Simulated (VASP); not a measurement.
## Cu: relaxation of cell and atoms with PBE

Crystal: Cu.

```xyz
1
Lattice="0.0000 1.8170 1.8170 1.8170 0.0000 1.8170 1.8170 1.8170 0.0000" Properties=species:S:1:pos:R:3 pbc="T T T"
Cu    0.0000    0.0000    0.0000
```

```json
{
  "Program": "VASP 6.6.1",
  "Task": "relaxation of cell and atoms",
  "Functional": "PBE",
  "Potentials or basis": "VASP PAW PBE potentials, release 64 (Cu)",
  "Cutoff": "520 eV",
  "k mesh": "20 × 20 × 20",
  "Occupations": "gaussian, width 0.1 eV",
  "Spin": "no spin polarisation",
  "Further INCAR settings": "ALGO = Normal; EDIFF = 1e-07; IBRION = 2; EDIFFG = -0.002; NSW = 80; ISIF = 3"
}
```

The relaxed volume is 12.00 Å³/atom and the relaxed cell is a = 2.570 Å, b = 2.570 Å, c = 2.570 Å, α = 60.00°, β = 60.00°, γ = 60.00°. The space group after relaxing (to 0.05 Å) is Fm-3m (No. 225). The energy gained by relaxing is 0.0 meV/atom and the ionic steps are 2. The pressure after relaxing is 0.0 GPa and the band gap on the k mesh is none (metal or under the smearing width).

Final structure:
```
Cu
1.0
     0.00000    1.81732    1.81732
     1.81732    0.00000    1.81732
     1.81732    1.81732    0.00000
Cu
1
Direct
  0.00000 0.00000 0.00000
```

Levels at points of the mesh, in eV from the Fermi level:
| k point | band 2 | band 3 | band 4 | band 5 | band 6 | band 7 | band 8 | band 9 |
| --- | --- | --- | --- | --- | --- | --- | --- | --- |
| (0.00, 0.00, 0.00) | -2.95 | -2.95 | -2.95 | -2.15 | -2.15 | 22.49 | 25.01 | 25.01 |
| (0.50, 0.00, 0.00) | -2.98 | -2.98 | -1.59 | -1.59 | -0.93 | 3.70 | 20.99 | 21.85 |
| (0.50, 0.50, 0.00) | -4.31 | -1.61 | -1.45 | -1.45 | 1.54 | 7.03 | 12.98 | 12.98 |

Wall time 22 s on 1 thread of Intel(R) Xeon(R) Platinum 8488C (Sapphire Rapids) (shared host), peak memory 0.15 GiB.
